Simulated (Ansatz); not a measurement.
**Zn3Se: from a trial structure to a relaxed crystal**

Method: Ansatz, DFT PBE, scalar-relativistic, plane waves, PAW. Cutoff 420 eV, Γ-centred k mesh, Gaussian smearing, no spin polarisation in the final step.

A relaxed cell is given with its space group left out.

```xyz
8
Lattice="5.2823 0.0000 0.0000 0.0000 5.2823 0.0000 0.0000 0.0000 5.2823" Properties=species:S:1:pos:R:3 pbc="T T T"
Zn    0.0000    2.6412    1.3206
Zn    0.0000    2.6412    3.9617
Zn    1.3206    0.0000    2.6412
Zn    3.9617    0.0000    2.6412
Zn    2.6412    3.9617    0.0000
Zn    2.6412    1.3206    0.0000
Se    0.0000    0.0000    0.0000
Se    2.6412    2.6412    2.6412
```

Formation energies are uncorrected and refer to the elements' standard structures at the same level.

Problem. What space group does it have?

Solution. Pm-3n (No. 223). Conventional cell: a = 5.282 Å. Zn has 2 Zn at 2.64 Å, 4 Se at 2.95 Å and 8 Zn at 3.23 Å; Se has 12 Zn at 2.95 Å.

Problem. What is its formation energy per atom?

Solution. 0.20 eV/atom.

Problem. Is it a metal?

Solution. Yes, bands cross the Fermi level on the 8×8×8 mesh.

The final run used a 8×8×8 mesh on its 8-atom cell and 0.10 eV smearing. For metals, differences of a few meV/atom aren't resolved. The cell came from a trial start, so Zn3Se may not exist in this structure.

Cost: 2 runs of about 0.87 core-minutes in all, on Intel Xeon 6975P-C (Granite Rapids) (shared hosts).